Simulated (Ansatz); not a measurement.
# Ta: experiment and calculation

**Experimental background.**

A printed reference work (data compilation) reports, for a bulk crystal of Ta at 300 K: lattice constant a 3.306 Å.

How close the calculation comes is told at the end.

Computed with DFT PBE, scalar-relativistic, plane waves, PAW in Ansatz 0.2.0.

Settings: cutoff 420 eV, Γ-centred mesh 24×24×24 on the computed 1-atom cell, Gaussian smearing of 0.10 eV; no spin polarisation.

Relaxed structure:

```
Ta
1.0
    -1.65943    1.65943    1.65943
     1.65943   -1.65943    1.65943
     1.65943    1.65943   -1.65943
Ta
1
Direct
  0.00000 0.00000 0.00000
```

| Item | Value |
| --- | --- |
| Space group | Im-3m (No. 229) |
| Volume per atom | 123.3 bohr³ |
| Energy over the standard state (uncorrected) | 0.000 eV/atom |
| Kohn–Sham band gap | none (metal) |
| Density of states at the Fermi level | 1.3 states/eV per cell |
| Orbital (Löwdin) character within 0.5 eV of the Fermi level | Ta 5d 85 %, Ta 6s 8 %, unprojected 6 % |
| Bader charge by site (e) | Ta (1 in the cell) 0.00 |

Spin-orbit coupling is left out, which matters for the bands of heavy elements.

A measured lattice constant a of Ta is 3.306 Å (300 K; a printed reference work (data compilation)); the calculated 3.319 Å exceeds it by 0.4 %. The calculation is for 0 K without zero-point motion.

The cell was reached from a generator's guess, though it ends in a space group that the Crystallography Open Database lists for this formula. Löwdin shares on free-atom orbitals overweight diffuse shells.
